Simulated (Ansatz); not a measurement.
# Te2Mo: energy and stress against strain

Aim: for Te2Mo, see how energy and stress answer to the strain pattern (1, 0, 0, 0, 0, 0).

Method: DFT LDA, scalar-relativistic, plane waves, PAW, in Ansatz 0.2.0.

**1. The starting structure**

The structure is hexagonal, space group P-6m2 (No. 187). Conventional cell: a = 3.467 Å, b = 3.467 Å, c = 17.520 Å, α = 90.00°, β = 90.00°, γ = 120.00°. Around Te (site symmetry 3m) lie 3 Mo at 2.69 Å. Mo (site symmetry -6m2) has 6 Te at 2.69 Å as nearest neighbours.

Coordinates:

```
CELL_PARAMETERS angstrom
3.46655 0.00000 0.00000
-1.73327 3.00212 0.00000
0.00000 0.00000 17.51981
ATOMIC_POSITIONS crystal
Te 0.33333 0.66667 0.89753
Te 0.33333 0.66667 0.10247
Mo 0.00000 0.00000 0.00000
```

It goes back to an entry of the Materials Project, which need not be the stable form.

This cell was relaxed beforehand with the same method: volume 60.78 Å³/atom, gap on the mesh 1.24 eV.

**2. Zero of energy**

Reference values: F = -18497.9701 eV; pressure 0.00 GPa; largest force 0.004 eV/Å; gap on the mesh 1.24 eV. It was computed beforehand with the settings of the runs below.

**3. Setting up energy and stress against strain**

The cell is strained by ε times the Voigt pattern (1, 0, 0, 0, 0, 0) (xx, yy, zz, yz, xz, xy; engineering shear), with fractional coordinates fixed (clamped ions). The stress on the pattern is the sum of the stress components weighted by it, tension positive.

**4. ε = -0.0200**

The input, input.yaml:

```yaml
crystal:
  lattice:
    - [3.3972170611, 0.0, 0.0]
    - [-1.6986085306, 3.0021186501, 0.0]
    - [0.0, 0.0, 17.5198113284]
  atoms:
    - { symbol: Te, position: [0.3333333333, 0.6666666667, 0.8975342416] }
    - { symbol: Te, position: [0.3333333333, 0.6666666667, 0.1024657584] }
    - { symbol: Mo, position: [0.0, 0.0, 0.0] }
basis:
  ecutwfc: 420
kpoints:
  mp_grid: { grid: [12, 12, 2] }
hamiltonian:
  xc: lda
scf:
  occupations: { method: gaussian, width: 0.05 }
output:
  forces: true
  stress: true
  eigenvalues: true
  write_density: true
  write_potential: true
  elf: true
  volumetric_format: npy
```

Launch:

```
> ansatz run input.yaml --threads 1 --pin off --max-ram 2560MiB --backend cpu --events-out ev --progress --plain --runs-dir out
```

**5. Point ε = 0.0150**

input.yaml, as its differences from that of step 4:

```diff
@@ -2,4 +2,4 @@
   lattice:
-    - [3.3972170611, 0.0, 0.0]
-    - [-1.6986085306, 3.0021186501, 0.0]
+    - [3.5185462418, 0.0, 0.0]
+    - [-1.7592731209, 3.0021186501, 0.0]
     - [0.0, 0.0, 17.5198113284]
@@ -21,5 +21 @@
   eigenvalues: true
-  write_density: true
-  write_potential: true
-  elf: true
-  volumetric_format: npy
```

**6. Point ε = -0.0100**

input.yaml, as its differences from that of step 5:

```diff
@@ -2,4 +2,4 @@
   lattice:
-    - [3.5185462418, 0.0, 0.0]
-    - [-1.7592731209, 3.0021186501, 0.0]
+    - [3.4318825413, 0.0, 0.0]
+    - [-1.7159412707, 3.0021186501, 0.0]
     - [0.0, 0.0, 17.5198113284]
```

**7. Point ε = 0.0050**

input.yaml, as its differences from that of step 6:

```diff
@@ -2,4 +2,4 @@
   lattice:
-    - [3.4318825413, 0.0, 0.0]
-    - [-1.7159412707, 3.0021186501, 0.0]
+    - [3.4838807616, 0.0, 0.0]
+    - [-1.7419403808, 3.0021186501, 0.0]
     - [0.0, 0.0, 17.5198113284]
```

**8. Point ε = 0.0200**

input.yaml, as its differences from that of step 7:

```diff
@@ -2,4 +2,4 @@
   lattice:
-    - [3.4838807616, 0.0, 0.0]
-    - [-1.7419403808, 3.0021186501, 0.0]
+    - [3.535878982, 0.0, 0.0]
+    - [-1.767939491, 3.0021186501, 0.0]
     - [0.0, 0.0, 17.5198113284]
@@ -21 +21,5 @@
   eigenvalues: true
+  write_density: true
+  write_potential: true
+  elf: true
+  volumetric_format: npy
```

**9. ε = -0.0150**

input.yaml, as its differences from that of step 8:

```diff
@@ -2,4 +2,4 @@
   lattice:
-    - [3.535878982, 0.0, 0.0]
-    - [-1.767939491, 3.0021186501, 0.0]
+    - [3.4145498012, 0.0, 0.0]
+    - [-1.7072749006, 3.0021186501, 0.0]
     - [0.0, 0.0, 17.5198113284]
@@ -21,5 +21 @@
   eigenvalues: true
-  write_density: true
-  write_potential: true
-  elf: true
-  volumetric_format: npy
```

(Steps that only read results are left out.)

What does the calculation give? Wanted: slope of the stress at ε = 0, from the points at -0.0100, 0 and 0.0050.

As calculated:

| quantity | value |
| --- | --- |
| slope of the stress at ε = 0, from the points at -0.0100, 0 and 0.0050 | 70 GPa |

What this shows: From the stress slope, C11 is about 70 GPa with the ions clamped; letting the atoms relax could not make it stiffer. The undisturbed cell stays the lowest of the sampled points. The gap on the mesh stays between 1.16 and 1.28 eV. These runs have no spin-orbit coupling; with Te it would split and shift bands. The cell holds empty space of several Å, a single layer or slab in vacuum, so volume, pressure and the long edge depend on that space.
